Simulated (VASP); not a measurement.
# TiO2 (P4_2/mnm) in VASP: single point with HSE06

Aim: the single point of TiO2 with HSE06.

Everything below comes from runs of VASP 6.6.1. Logs are shortened: lines on timing, memory, paths and dates and some standing lists are left out, and cuts for length are marked.

**The experiment to reproduce.**

“Shallow Valence Band of Rutile GeO2 and P-type Doping”, 2020, arxiv:2011.08928 quotes, for a bulk crystal of TiO2 at 1.6 K: band gap 3.03 eV (direct).

The runs below are set against these values where they give the same quantity.

**1. Starting point**

Symmetry: P4_2/mnm, No. 136, tetragonal system. Conventional cell: a = 4.592 Å, b = 4.592 Å, c = 2.942 Å, α = 90.00°, β = 90.00°, γ = 90.00°. Ti (site symmetry mmm) has 6 O at 1.94 to 1.98 Å as nearest neighbours. Around O (site symmetry m2m) lie 3 Ti at 1.94 to 1.98 Å.

**2. Single point, HSE06**

Contents of POSCAR:

```
TiO2
1.0
    4.5922200000      0.0000000000      0.0000000000
    0.0000000000      4.5922200000      0.0000000000
    0.0000000000      0.0000000000      2.9420300000
Ti O
2 4
Direct
    1.0000000000      0.0000000000      0.0000000000
    0.5000000000      0.5000000000      0.5000000000
    0.3043000000      0.3043000000      0.0000000000
    0.1957000000      0.8043000000      0.5000000000
    0.6957000000      0.6957000000      1.0000000000
    0.8043000000      0.1957000000      0.5000000000
```

Contents of INCAR.step1:

```
SYSTEM = TiO2
ALGO     = Normal         ! electronic algorithm
EDIFF    = 1E-5           ! SCF threshold, eV
ENCUT    = 520            ! plane-wave cutoff, eV
GGA      = PE             ! functional
ISIF     = 2              ! what is computed and relaxed
ISMEAR   = 0              ! smearing method
LASPH    = .True.         ! aspherical terms in the spheres
LCHARG   = .False.        ! write CHGCAR
LREAL    = .False.        ! projectors in reciprocal space
LWAVE    = .True.         ! write WAVECAR
NELM     = 60             ! most SCF steps
PREC     = Accurate       ! precision mode
SIGMA    = 0.02           ! smearing width, eV
```

Contents of INCAR.step2:

```
SYSTEM = TiO2
ALGO     = Normal         ! electronic algorithm
EDIFF    = 1E-7           ! SCF threshold, eV
ENCUT    = 520            ! plane-wave cutoff, eV
GGA      = PE             ! functional
HFSCREEN = 0.2            ! screening, 1/A
ISIF     = 2              ! what is computed and relaxed
ISMEAR   = 0              ! smearing method
ISTART   = 1            
LASPH    = .True.         ! aspherical terms in the spheres
LCHARG   = .False.        ! write CHGCAR
LHFCALC  = .True.         ! exact exchange
LREAL    = .False.        ! projectors in reciprocal space
LWAVE    = .False.        ! write WAVECAR
NELM     = 60             ! most SCF steps
PREC     = Accurate       ! precision mode
PRECFOCK = Fast         
SIGMA    = 0.02           ! smearing width, eV
```

Contents of KPOINTS:

```
k-points
0
Gamma
  4 4 6
  0 0 0
```

Potentials or basis: VASP PAW PBE potentials, release 64 (Ti_sv, O).

The run is started by

```sh
cat potpaw_PBE.64/Ti_sv/POTCAR potpaw_PBE.64/O/POTCAR > POTCAR
cp INCAR.step1 INCAR
mpirun -np 1 vasp_std > vasp.out
cp INCAR.step2 INCAR
mpirun -np 1 vasp_std > vasp.out
```

OUTCAR:

```text
SYSTEM = TiO2
   EDIFF = 1E-7
   ENCUT = 520
   GGA = PE
   HFSCREEN = 0.2
   ISIF = 2
   ISMEAR = 0
   ISTART = 1
   LASPH = .True.
   LHFCALC = .True.
   LREAL = .False.
   NELM = 60
   PREC = Accurate
   PRECFOCK = Fast

 ion  position               nearest neighbor table
   1  0.000  0.000  0.000-   4 1.94   6 1.94   4 1.94   6 1.94   5 1.98   3 1.98
   2  0.500  0.500  0.500-   3 1.94   5 1.94   3 1.94   5 1.94   4 1.98   6 1.98
   3  0.304  0.304  0.000-   2 1.94   2 1.94   1 1.98
   4  0.196  0.804  0.500-   1 1.94   1 1.94   2 1.98
   5  0.696  0.696  0.000-   2 1.94   2 1.94   1 1.98
   6  0.804  0.196  0.500-   1 1.94   1 1.94   2 1.98

  LATTYP: Found a simple tetragonal cell.
 ALAT       =     4.5922200000
 C/A-ratio  =     0.6406552822

  Lattice vectors:

 A1 = (   4.5922200000,   0.0000000000,   0.0000000000)
 A2 = (   0.0000000000,   4.5922200000,   0.0000000000)
 A3 = (   0.0000000000,   0.0000000000,   2.9420300000)

Analysis of symmetry for initial positions (statically):
=====================================================================
 Subroutine PRICEL returns:
 Original cell was already a primitive cell.

 Routine SETGRP: Setting up the symmetry group for a
 simple tetragonal supercell.

 Subroutine GETGRP returns: Found 16 space group operations
 (whereof  8 operations were pure point group operations)
 out of a pool of 16 trial point group operations.

The static configuration has the point symmetry D_2h.
 The point group associated with its full space group is D_4h.

Analysis of symmetry for dynamics (positions and initial velocities):
=====================================================================
 Subroutine PRICEL returns:
 Original cell was already a primitive cell.

 Routine SETGRP: Setting up the symmetry group for a
 simple tetragonal supercell.

 Subroutine GETGRP returns: Found 16 space group operations
 (whereof  8 operations were pure point group operations)
 out of a pool of 16 trial point group operations.

The dynamic configuration has the point symmetry D_2h.
 The point group associated with its full space group is D_4h.

 Subroutine INISYM returns: Found 16 space group operations
[... 110 lines left out ...]
   ISIF   =      2    stress and relaxation
   ISYM   =      3    0-nonsym 1-usesym 2-fastsym
   POTIM  = 0.5000    time-step for ionic-motion
   TEBEG  =    0.0;   TEEND  =   0.0 temperature during run
   PSTRESS=    0.0 pullay stress
   NELECT =      48.0000    total number of electrons
   NUPDOWN=      -1.0000    fix difference up-down
   EMIN   =  10.00;   EMAX   =-10.00  energy-range for DOS
   EFERMI =   0.00;   METHOD = LEGACY
   ISMEAR =     0;   SIGMA  =   0.02  broadening in eV -4-tet -1-fermi 0-gaus
   EFERMI_NEDOS =   21; number of points for ismear=-14 and -15
   IALGO  =     38    algorithm
   IMIX   =      1    mixing-type and parameters
     AMIX     =   0.40;   BMIX     =  1.00
     AMIX_MAG =   1.60;   BMIX_MAG =  1.00
  volume/ion in A,a.u.               =      10.34        69.78
  Fermi-wavevector in a.u.,A,eV,Ry     =   1.502880  2.840032 30.730792  2.258649
  Thomas-Fermi vector in A             =   2.614063
   LORBIT       =      0    0 simple, 1 ext, 2 COOP (PROOUT), +10 PAW based schemes
   GGA     = PE    functional components
   LHFCALC =     T    Hartree Fock is set to
   PRECFOCK=fast      Normal, Fast or Accurate (Low or Medium for compatibility)
   ENCUT4O =  -1.0   cutoff for four orbital integrals eV
   NKREDX  =     1    reduce k-point grid by
   NKREDY  =     1    reduce k-point grid by
   NKREDZ  =     1    reduce k-point grid by
   AEXX    =    0.2500 exact exchange contribution
   HFSCREEN=    0.2000 screening length (either q_TF or 0.3 A-1)
   HFSCREENC=   0.2000 screening length for correlation (either q_TF or 0.3 A-1)
   ENCUTFOCK=  -1.0 apply spherical cutoff to Coloumb kernel
   IVDW    =     0    specifies the selected vdW correction
   LEPSILON=     F    determine dielectric tensor
   LRPA    =     F    only Hartree local field effects (RPA)
 non-spin polarized calculation
 Gauss-broadening in eV      SIGMA  =   0.02
  energy-cutoff  :      520.00
  volume of cell :       62.04
 maximum number of plane-waves:      1696
 NGX is ok and might be reduce to    36
  NGX = 20; NGY = 20; NGZ = 12

 number of electron      48.0000019 magnetization

 Free energy of the ion-electron system (eV)
  ---------------------------------------------------
  ext. energy  EPLUGINS =         0.00000000
  ---------------------------------------------------
  free energy    TOTEN  =       -66.40741723 eV

  energy without entropy =      -66.40741723  energy(sigma->0) =      -66.40741723

 E-fermi :   4.1111     XC(G=0):  -9.3813

 val. band max:        3.9446585284   @ k =   0.0000   0.0000   0.0000
 cond. band min:       7.3290892163   @ k =   0.0000   0.0000   0.0000
 fundamental gap:      3.3844306879
 Fermi energy:         4.1111415866

 k-point     1 :       0.0000    0.0000    0.0000
  band No.  band energies     occupation
      1     -57.3190      2.00000
      2     -57.3004      2.00000
      3     -31.9751      2.00000
      4     -31.9751      2.00000
      5     -31.7926      2.00000
      6     -31.7926      2.00000
[... 733 lines left out ...]
     27       8.8155      0.00000
     28       8.8155      0.00000

------------------------ aborting loop because EDIFF is reached ----------------------------------------

  FORCE on cell =-STRESS in cart. coord.  units (eV):
  Direction    XX          YY          ZZ          XY          YZ          ZX
  --------------------------------------------------------------------------------------
  -------------------------------------------------------------------------------------
  Total       -0.3718220     -0.3718220     -0.0028377     -0.0000000      0.0000000      0.0000000
  in kB       -9.6018114     -9.6018114     -0.0732806     -0.0000000      0.0000000      0.0000000
  external PRESSURE =      -6.4256345 kB  Pullay stress =       0.0000000 kB

 VOLUME and BASIS-vectors are now :
 -----------------------------------------------------------------------------
  energy-cutoff  :      520.00
  volume of cell :       62.04
      direct lattice vectors                 reciprocal lattice vectors
     4.592220000  0.000000000  0.000000000     0.217759602  0.000000000  0.000000000
     0.000000000  4.592220000  0.000000000     0.000000000  0.217759602  0.000000000
     0.000000000  0.000000000  2.942030000     0.000000000  0.000000000  0.339901361

 POSITION                                       TOTAL-FORCE (eV/Angst)
 -----------------------------------------------------------------------------------
      0.00000      0.00000      0.00000        -0.000000     -0.000000      0.000000
      2.29611      2.29611      1.47101        -0.000000     -0.000000      0.000000
      1.39741      1.39741      0.00000         0.091283      0.091283      0.000000
      0.89870      3.69352      1.47101        -0.091283      0.091283      0.000000
      3.19481      3.19481      0.00000        -0.091283     -0.091283      0.000000
      3.69352      0.89870      1.47101         0.091283     -0.091283      0.000000
 -----------------------------------------------------------------------------------
    total drift:                                0.000000     -0.000000      0.000000

  FREE ENERGIE OF THE ION-ELECTRON SYSTEM (eV)
  ---------------------------------------------------
  free  energy   TOTEN  =       -66.4074172315 eV

  energy  without entropy=      -66.4074172315  energy(sigma->0) =      -66.40741723
```

OSZICAR.step1:

```text
N       E                     dE             d eps       ncg     rms          rms(c)
DAV:   1     0.676332281780E+03    0.67633E+03   -0.25253E+04  1344   0.204E+03
DAV:   2     0.440793344903E+02   -0.63225E+03   -0.61197E+03  1444   0.586E+02
DAV:   3    -0.657678317930E+02   -0.10985E+03   -0.10598E+03  2124   0.213E+02
DAV:   4    -0.708246834246E+02   -0.50569E+01   -0.50504E+01  1776   0.478E+01
DAV:   5    -0.710296033334E+02   -0.20492E+00   -0.20487E+00  1912   0.799E+00    0.317E+01
DAV:   6    -0.540705680105E+02    0.16959E+02   -0.11753E+02  1616   0.105E+02    0.117E+01
DAV:   7    -0.537460327231E+02    0.32454E+00   -0.16786E+01  1712   0.327E+01    0.778E+00
DAV:   8    -0.538827539966E+02   -0.13672E+00   -0.50635E+00  1656   0.207E+01    0.479E+00
DAV:   9    -0.536187077350E+02    0.26405E+00   -0.23576E+00  1672   0.135E+01    0.119E+00
DAV:  10    -0.536277572860E+02   -0.90496E-02   -0.11890E-01  1648   0.272E+00    0.147E-01
DAV:  11    -0.536282186937E+02   -0.46141E-03   -0.54328E-03  1896   0.480E-01    0.951E-02
DAV:  12    -0.536282046406E+02    0.14053E-04   -0.51051E-04  1696   0.167E-01    0.436E-02
DAV:  13    -0.536281814509E+02    0.23190E-04   -0.96246E-05  1632   0.655E-02    0.957E-03
DAV:  14    -0.536281820449E+02   -0.59404E-06   -0.12143E-05   964   0.236E-02
   1 F= -.53628182E+02 E0= -.53628182E+02  d E =-.730010E-12
```

It took 51 min on 1 thread of Intel Xeon 6975P-C (Granite Rapids), shared host; peak memory 0.3 GiB.

What came out:

| Property | Result |
| --- | --- |
| Free energy | -66.4074 eV |
| Pressure | -0.6 GPa |
| Largest force | 0.129 eV/Å |
| Band gap on the k mesh | 3.38 eV, direct |

Forces on the atoms (eV/Å):
```
Ti   0.000  0.000  0.000
Ti   0.000  0.000  0.000
O    0.091  0.091  0.000
O   -0.091  0.091  0.000
O   -0.091 -0.091  0.000
O    0.091 -0.091  0.000
```

Stress tensor (GPa, compression positive):
```
-0.96  0.00  0.00
 0.00 -0.96  0.00
 0.00  0.00 -0.01
```

Caveat: the PAW data sets were made with another functional, which shifts forces and pressure a little.

**3. Comparison with measurements**

Step 2. A measured gap of TiO2 is 3.03 eV (direct; 1.6 K; quoted in “Shallow Valence Band of Rutile GeO2 and P-type Doping”, 2020, arxiv:2011.08928); the calculated 3.38 eV misses it by +0.35 eV. 2 values of this kind are on record in papers (3.03 to 3.05 eV); this one was drawn at random among those near their median. The value is that of HSE06 on a finite k mesh, which can miss the band edges, without temperature or zero-point motion.
